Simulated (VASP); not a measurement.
# Vibrations of TiO2 (Anatase): a test of the settings, part 3 of 3

How far do the zone-centre frequencies of TiO2 (Anatase) depend on the numerical settings? The starting structure is a measured crystal structure from the Crystallography Open Database.

VASP 6.6.1.

Results so far: reference Eg (3) 643.5 cm⁻¹; a 4×4×4 mesh Eg (3) 642.2 cm⁻¹.

## Step 4: Modes with a cutoff of 400 eV

Level of this step: LDA; plane waves and PAW (Ti_sv, O) (VASP).

Against step 2 the input has ENCUT = 400.

Input file INCAR:

```
SYSTEM = TiO2
PREC = Accurate
ENCUT = 400
EDIFF = 1E-08
NELM = 100
ISMEAR = 0
SIGMA = 0.03
LREAL = .FALSE.
ALGO = Normal
GGA = CA
NBANDS = 30
LASPH = .TRUE.
LORBIT = 11
LWAVE = .FALSE.
LCHARG = .FALSE.
KPAR = 8
IBRION = 6
NFREE = 2
POTIM = 0.015
NSW = 1
ISIF = 2
```

Input file POSCAR:

```
TiO2
1.0
   -3.7472821045      0.0000000000      0.0000000000
    0.0000000000      3.7472821045      0.0000000000
    1.8736410522     -1.8736410522     -4.7317031800
Ti O
2 4
Direct
    0.7500000000      0.2500000000      0.5000000000
    0.0000000000      0.0000000000      0.0000000000
    0.2081227003      0.2081227003      0.4162454006
    0.9581227003      0.4581227003      0.9162454006
    0.5418772997      0.0418772997      0.0837545994
    0.7918772997      0.7918772997      0.5837545994
```

Input file KPOINTS:

```
Automatic mesh
0
Gamma
6 6 6
0 0 0
```

Potentials, in the order of the species: Ti_sv and O (LDA family, release 64).

Started as:

```
mpirun -np 8 vasp_std
```

The program printed:

```text
[... set-up lines as in an earlier step ...]
 entering main loop
       N       E                     dE             d eps       ncg     rms          rms(c)
DAV:   1     0.597610183383E+03    0.59761E+03   -0.21346E+04  1800   0.156E+03
DAV:   2     0.107884497255E+02   -0.58682E+03   -0.55959E+03  2128   0.496E+02
DAV:   3    -0.711534402275E+02   -0.81942E+02   -0.81223E+02  2646   0.183E+02
DAV:   4    -0.751298967565E+02   -0.39765E+01   -0.39728E+01  2514   0.385E+01
[...]
DAV:  16    -0.588999821234E+02    0.33281E-06   -0.19139E-06  2154   0.149E-02    0.199E-03
DAV:  17    -0.588999821041E+02    0.19262E-07   -0.16811E-07  2100   0.352E-03    0.314E-04
DAV:  18    -0.588999820999E+02    0.41518E-08   -0.10100E-08  1014   0.948E-04
   1 F= -.58899982E+02 E0= -.58899982E+02  d E =-.148973E-17
[... from here on, the cycles between the ionic steps are left out ...]
   2 F= -.58899393E+02 E0= -.58899393E+02  d E =-.262818E-18
   3 F= -.58899395E+02 E0= -.58899395E+02  d E =-.263346E-18
   4 F= -.58898035E+02 E0= -.58898035E+02  d E =-.135148E-17
   5 F= -.58898035E+02 E0= -.58898035E+02  d E =-.135173E-17
   6 F= -.58898155E+02 E0= -.58898155E+02  d E =-.629376E-18
   7 F= -.58898156E+02 E0= -.58898156E+02  d E =-.625120E-18
   8 F= -.58899611E+02 E0= -.58899611E+02  d E =-.230837E-17
   9 F= -.58899610E+02 E0= -.58899610E+02  d E =-.229759E-17
  10 F= -.58898570E+02 E0= -.58898570E+02  d E =-.364567E-20
  11 F= -.58898425E+02 E0= -.58898425E+02  d E =-.359504E-16
 Finite differences progress:
  Degree of freedom:   5/  5
  Displacement:        2/  2
  Total:              10/ 10
```

The job ended after 29 s (8 MPI ranks of Intel Xeon 6975P-C (Granite Rapids), shared host; peak memory 2.5 GiB).

From OUTCAR (step 4):

```text
  Total       -2.4938006     -2.5135432     -2.8651982      0.0000000      0.0000000     -0.0000000
  in kB      -60.1342694    -60.6103314    -69.0899659      0.0000000      0.0000000     -0.0000000
  external PRESSURE =     -63.2781889 kB  Pullay stress =       0.0000000 kB

 POSITION                                       TOTAL-FORCE (eV/Angst)
 -----------------------------------------------------------------------------------
     -1.87364      0.00000     -2.36585        -0.000000      0.000000     -0.031477
      0.00000      0.00000      0.00000        -0.000000      0.000000     -0.026589
     -0.00000      0.00000     -1.98455         0.000000     -0.000000      0.198380
     -1.87364      0.00000     -4.33540        -0.000000      0.000000     -0.037183
     -1.87364      0.00000     -0.39630        -0.000000      0.000000     -0.040921
     -1.87364      1.87364     -2.76215        -0.000000      0.000000     -0.062209
 -----------------------------------------------------------------------------------
    total drift:                               -0.000025      0.000044     -0.000579

  FREE ENERGIE OF THE ION-ELECTRON SYSTEM (eV)
  ---------------------------------------------------
  free  energy   TOTEN  =       -58.8984246262 eV

  energy  without entropy=      -58.8984246262  energy(sigma->0) =      -58.89842463

[... 1 part as in an earlier step ...]

[... 2 further parts left out ...]
[key lines of the parts left out:]
E-fermi :   3.4647
```

With a cutoff of 400 eV the modes are at the top Eg (3) 640.1, B2u 547.5 cm⁻¹, at the bottom Eg (2) 164.9, Eg (1) 157.4 cm⁻¹, with 6 more of the listed ones between; the largest shift is -4.6 cm⁻¹, in B1g (2), from the reference.

## Step 5: Modes with an 8×8×8 mesh

Against step 2 the input has an 8×8×8 mesh.

Changes to INCAR since step 4:

```diff
@@ -2,3 +2,3 @@
 PREC = Accurate
-ENCUT = 400
+ENCUT = 520
 EDIFF = 1E-08
```

POSCAR is that of step 4.

Input file KPOINTS:

```
Automatic mesh
0
Gamma
8 8 8
0 0 0
```

Started as:

```
mpirun -np 8 vasp_std
```

The program printed:

```text
[... set-up lines as in an earlier step ...]
 entering main loop
       N       E                     dE             d eps       ncg     rms          rms(c)
DAV:   1     0.671638522646E+03    0.67164E+03   -0.24806E+04  3540   0.186E+03
DAV:   2     0.313572955729E+02   -0.64028E+03   -0.61143E+03  3860   0.551E+02
DAV:   3    -0.705322916316E+02   -0.10189E+03   -0.99953E+02  5268   0.202E+02
DAV:   4    -0.752132456264E+02   -0.46810E+01   -0.46760E+01  5064   0.435E+01
[...]
DAV:  16    -0.588367973890E+02    0.14340E-06   -0.84614E-07  4338   0.992E-03    0.194E-03
DAV:  17    -0.588367973714E+02    0.17581E-07   -0.21405E-07  4216   0.411E-03    0.453E-04
DAV:  18    -0.588367973710E+02    0.47203E-09   -0.73184E-09  1880   0.792E-04
   1 F= -.58836797E+02 E0= -.58836797E+02  d E =-.706801E-16
[... from here on, the cycles between the ionic steps are left out ...]
   2 F= -.58836201E+02 E0= -.58836201E+02  d E =-.125338E-16
   3 F= -.58836201E+02 E0= -.58836201E+02  d E =-.125598E-16
   4 F= -.58834828E+02 E0= -.58834828E+02  d E =-.622421E-16
   5 F= -.58834828E+02 E0= -.58834828E+02  d E =-.622564E-16
   6 F= -.58834952E+02 E0= -.58834952E+02  d E =-.286268E-16
   7 F= -.58834947E+02 E0= -.58834947E+02  d E =-.284246E-16
   8 F= -.58836427E+02 E0= -.58836427E+02  d E =-.715461E-16
   9 F= -.58836430E+02 E0= -.58836430E+02  d E =-.712334E-16
  10 F= -.58835274E+02 E0= -.58835274E+02  d E =-.102392E-18
  11 F= -.58835322E+02 E0= -.58835322E+02  d E =-.548399E-15
 Finite differences progress:
  Degree of freedom:   5/  5
  Displacement:        2/  2
  Total:              10/ 10
```

Wall time 92 s (8 MPI ranks); peak memory 4 GiB; 12 min of CPU time.

OUTCAR, selected parts (step 5):

```text
  Total        0.0226448      0.0045124     -0.2813948     -0.0000000      0.0000000     -0.0000000
  in kB        0.5460445      0.1088093     -6.7854155     -0.0000000      0.0000000     -0.0000000
  external PRESSURE =      -2.0435205 kB  Pullay stress =       0.0000000 kB

 POSITION                                       TOTAL-FORCE (eV/Angst)
 -----------------------------------------------------------------------------------
     -1.87364      0.00000     -2.36585        -0.000000      0.000000     -0.031161
      0.00000      0.00000      0.00000        -0.000000      0.000000     -0.028211
     -0.00000      0.00000     -1.98455         0.000000     -0.000000      0.193908
     -1.87364      0.00000     -4.33540        -0.000000      0.000000     -0.044036
     -1.87364      0.00000     -0.39630        -0.000000      0.000000     -0.035301
     -1.87364      1.87364     -2.76215        -0.000000      0.000000     -0.055199
 -----------------------------------------------------------------------------------
    total drift:                               -0.000010      0.000002     -0.000480

  FREE ENERGIE OF THE ION-ELECTRON SYSTEM (eV)
  ---------------------------------------------------
  free  energy   TOTEN  =       -58.8353215618 eV

  energy  without entropy=      -58.8353215618  energy(sigma->0) =      -58.83532156

[... 1 part as in an earlier step ...]

[... 2 further parts left out ...]
[key lines of the parts left out:]
E-fermi :   3.4668
```

With an 8×8×8 mesh the modes are at the top Eg (3) 643.5, B2u 548.6 cm⁻¹, at the bottom Eg (2) 164.7, Eg (1) 158.4 cm⁻¹, with 6 more of the listed ones between; the largest shift is +0.6 cm⁻¹, in Eg (2), from the reference.

## Step 6: All runs side by side

| run | Eg (3) | B2u | A1g | B1g (2) | A2u | Eu (1) | Eg (2) | Eg (1) | core minutes |
| --- | --- | --- | --- | --- | --- | --- | --- | --- | --- |
| reference | 643.5 | 548.6 | 527.4 | 504.2 | 351.5 | 247.1 | 164.1 | 158.1 | 11.9 |
| a 4×4×4 mesh | 642.2 | 549.6 | 523.0 | 500.7 | 349.9 | 243.9 | 160.2 | 146.4 | 3.33 |
| a cutoff of 400 eV | 640.1 | 547.5 | 525.2 | 499.6 | 347.9 | 246.6 | 164.9 | 157.4 | 3.87 |
| an 8×8×8 mesh | 643.5 | 548.6 | 527.0 | 503.9 | 351.5 | 247.3 | 164.7 | 158.4 | 12.3 |

Modes are in cm⁻¹, degenerate ones as one, matched between runs by symmetry and order. A number in brackets counts the listed modes of one symmetry from the lowest. The symmetry labels come from an automatic analysis and can be wrong where levels nearly coincide. Between the highest four and the lowest four, 2 more are left out. Core minutes are wall time times ranks of the run shown, on a shared host.

## Step 7: What came out

```json
{"Eg (3), reference": "643.5 cm⁻¹", "Eg (1), reference": "158.1 cm⁻¹", "Eg (3), a 4×4×4 mesh": "642.2 cm⁻¹", "Eg (1), a 4×4×4 mesh": "146.4 cm⁻¹", "Eg (3), a cutoff of 400 eV": "640.1 cm⁻¹", "Eg (1), a cutoff of 400 eV": "157.4 cm⁻¹", "Eg (3), an 8×8×8 mesh": "643.5 cm⁻¹", "Eg (1), an 8×8×8 mesh": "158.4 cm⁻¹"}
```

What this shows: The largest change comes with a 4×4×4 mesh: -11.7 cm⁻¹ in Eg (1). On finer settings the modes change by up to +0.6 cm⁻¹ in Eg (2) with an 8×8×8 mesh. Other changes move the modes by more: -11.7 cm⁻¹ in Eg (1) with a 4×4×4 mesh and -4.6 cm⁻¹ in B1g (2) with a cutoff of 400 eV. The frequencies are harmonic, and the splitting of polar modes by their long-range field is left out. Further runs on this material are not shown.

[Lines on the potential files, build, host, timing and source positions are cut from VASP's logs without a mark.]

[Logs are printed without paths, hosts, clocks, repeated set-up lines and the standing remarks that a program may print on its own settings, such as how far it seeks lower states.]

[Hosts, paths, dates, database ids (printed as entryN), source tags and the programs' standing remarks are cut or masked in the printed files.]
